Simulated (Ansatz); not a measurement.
Eu, DFT, PBEsol, all-electron LAPW, scalar-relativistic (Ansatz 0.2.0), run on 1 thread of Arm Neoverse V2 on a shared host.

Structure from Materials Project entry mp-20071 (possibly hypothetical), not relaxed further. The listed cell was then made from it by scaling, straining or moving an atom.

Command: `ansatz run input.yaml --threads 1 --pin off --max-ram 3072MiB --backend cpu --events-out ev --progress --plain --runs-dir out`

```yaml
crystal:
  lattice:
    - [-2.2057631598, 2.2057631598, 2.2057631598]
    - [2.2057631598, -2.2057631598, 2.2057631598]
    - [2.2057631598, 2.2057631598, -2.2057631598]
  atoms:
    - { symbol: Eu, position: [0.0, 0.0, 0.0], spin: 7.0 }
magnetization:
  spin_polarized: true
kpoints:
  mp_grid: { grid: [10, 10, 10] }
scf:
  occupations: { method: fermi_dirac, width: 0.05 }
hamiltonian:
  xc: pbesol
  pseudopotentials: { kind: all_electron, lapw: { basis_error: 0.001 } }
output:
  forces: true
  stress: true
  eigenvalues: true
```

**Question.** How large is the problem that the program sets up?

**Answer.** 47 irreducible k-points, 225 plane waves at Γ, 21 bands.

**Question.** About how long does it take?

**Answer.** 15 s of wall time for 11 SCF iterations. Times on shared machines scatter by tens of per cent.

**Question.** And the same cell and mesh by PAW (frozen-core files), asked for forces, stress, eigenvalues, efg, on the same hardware?

**Answer.** 7.5 s.

**Question.** And the same cell and mesh by crystal-made all-electron datasets, asked for forces, stress, eigenvalues, efg, on the same hardware?

**Answer.** 15 s.
